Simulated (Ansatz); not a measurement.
**Response to strain in BaSnO3**

The parent structure is BaSnO3 in the cubic perovskite structure (space group Pm-3m, No. 221).

```
CELL_PARAMETERS angstrom
      4.12186     0.00000     0.00000
      0.00000     4.12186     0.00000
      0.00000     0.00000     4.12186
ATOMIC_POSITIONS crystal
  Ba 0.00000 0.00000 0.00000
  Sn 0.50000 0.50000 0.50000
  O  0.00000 0.50000 0.50000
  O  0.50000 0.50000 0.00000
  O  0.50000 0.00000 0.50000
```

Cartesian axes are those of the cell as printed.

Strains are applied to the cell and any free atomic positions relax; under biaxial strain the out-of-plane vector relaxes too; under stress the whole cell relaxes.

Level of theory: PBEsol/PAW in Ansatz (an electronic-structure program), without spin-orbit coupling.

Notes on the quantities. energy relative to the base: free energy F.

```json
[
 {"variant": "base", "energy relative to the base": "0 meV/atom", "volume per atom": "14.01 Å³", "gap character": "–"},
 {"variant": "biaxial strain −0.93 %, plane normal [001], relaxed out of plane", "energy relative to the base": "+2.5 meV/atom", "volume per atom": "13.83 Å³", "gap character": "indirect, A → Γ"},
 {"variant": "biaxial strain +1.13 %, plane normal [001], relaxed out of plane", "energy relative to the base": "+3.4 meV/atom", "volume per atom": "14.23 Å³", "gap character": "indirect, A → Γ"},
 {"variant": "biaxial strain +0.21 %, plane normal [110], relaxed out of plane", "energy relative to the base": "+0.1 meV/atom", "volume per atom": "14.05 Å³", "gap character": "indirect, T → Γ"},
 {"variant": "uniaxial strain ε_yy = +2.16 %", "energy relative to the base": "+5.4 meV/atom", "volume per atom": "14.31 Å³", "gap character": "indirect, A → Γ"},
 {"variant": "uniaxial strain ε_zz = +3.47 %", "energy relative to the base": "+13 meV/atom", "volume per atom": "14.49 Å³", "gap character": "indirect, A → Γ"},
 {"variant": "uniaxial stress, 8 GPa compression along z", "energy relative to the base": "+9.6 meV/atom", "volume per atom": "13.80 Å³", "gap character": "indirect, A → Γ"},
 {"variant": "tensor shear ε_xy = −3.19 %", "energy relative to the base": "+17 meV/atom", "volume per atom": "13.99 Å³", "gap character": "indirect, T → Γ"}
]
```

Stability under load was not tested beyond the relaxation. k-point labels follow each cell's own Brillouin zone.
